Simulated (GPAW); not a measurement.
The system is TiO.

```xyz
6
Lattice="4.0867 0.0000 0.0000 0.0000 4.0867 0.0000 0.0000 0.0000 4.0867" Properties=species:S:1:pos:R:3 pbc="T T T"
Ti    2.0433    0.0000    2.0433
Ti    0.0000    2.0433    2.0433
Ti    2.0433    2.0433    0.0000
O     0.0000    0.0000    2.0433
O     2.0433    0.0000    0.0000
O     0.0000    2.0433    0.0000
```

The cell comes from a database or a generator and needn't be the stable form of this composition.

Base run:

- Program: GPAW 26.7.0
- Functional: PBEsol
- Potentials or basis: PAW data sets generated in the run's folder for this functional
- Cutoff: 800 eV
- Basis: pw
- k mesh: 7 × 7 × 7
- Occupations: fermi-dirac, width 0.05 eV
- Spin: no spin polarisation

Its results: pressure -7.1 GPa.

Q: The run is repeated on the same cell with these changes: hubbard terms from none to Ti d U = 2 eV. What comes out?

A: Pressure -4.2 GPa.

Caveats: U without spin polarisation on a metal has little footing (some runs).
